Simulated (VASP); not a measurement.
Here is a VASP 6.6.1 calculation.

INCAR

```
PREC = Accurate
ENCUT = 520
EDIFF = 1E-6
ISMEAR = -1
SIGMA = 0.02
LREAL = Auto
LASPH = T
NELM = 80
ALGO = Normal
ISIF = 2
LWAVE = F
LCHARG = F
GGA = PE
IVDW = 12
NBANDS = 67
```

Contents of KPOINTS:

```
regular mesh
0
Gamma
  1 1 1
```

POSCAR

```
H6C3O2
1.0
    7.9973950000      0.0000000000      0.0000000000
    0.0000000000      7.9973950000      0.0000000000
    0.0000000000      0.0000000000      7.9973950000
O C H
6 9 18
Direct
    0.8418991434      0.1638533547      0.4627256750
    0.3952412004      0.7691004383      0.0776502849
    0.6590395998      0.8479386100      0.8625933820
   -0.2014155860      0.5671221692      0.5774005160
    0.4202368396      0.2714508912      0.7606851981
    0.1837598368      0.2774278374     -0.1028084770
    0.8779483819      0.0182309364      0.4418813876
    0.3299699465      0.8587921442      0.1671169174
    0.6486362122      0.8550909390      0.7325010206
    0.0602696253      0.5079028859      0.6836351087
   -0.0207817671      0.6323309028      0.5408511146
    0.6011582522      0.3610175563      0.9629135487
    0.5590695470      0.3346964855      0.8134148682
    0.0479656188      0.3864258299      0.1040463801
    0.2285619255      0.3334335743      0.0552930048
   -0.2406533628      0.7625232966      0.3512518764
    0.0420386888      0.8120519244      0.5366372425
    0.1278541325      0.5618079387      0.3849128372
    0.2793909767      0.4835574584      0.7114316599
    0.1111361887      0.6271042008      0.8467882354
    0.1150374591      0.4000302599      0.7347892658
    0.4550981913      0.3745719700      0.5114040259
    0.3740968153      0.5544805527      0.7152704099
    0.6586519735      0.3375349098      0.6485861959
    0.9232506335      0.4551106954      1.0147179175
    0.3154902315      0.5254586025      0.8584170220
    0.5501291358      0.3611175889      1.3012362150
    0.3245056672      0.1963264288     -0.2263862170
    0.2939082039      0.4314780000      0.1450972473
    0.5554308622      0.2488810419      0.3439995148
   -0.0021507003      0.3908647753      0.2529073530
    0.0967940186      0.5020259722      0.0177307736
   -0.0005001629      0.2182710745      0.0542426628
```

Potentials or basis: VASP PAW PBE potentials, release 64 (O, C, H).

Launch:

```sh
$ cat potpaw_PBE.64/O/POTCAR potpaw_PBE.64/C/POTCAR potpaw_PBE.64/H/POTCAR > POTCAR
$ mpirun -np 1 vasp_gam > vasp.out
```

(1) Estimate the band gap on the k mesh.

(2) Estimate the dispersion energy per atom.

(3) Estimate the largest force.

## Answers

(1) 0.02 eV, direct.

(2) -0.051 eV.

(3) 16.002 eV/Å.

Caveat: the standard files for N, O and F lose accuracy on very short bonds.
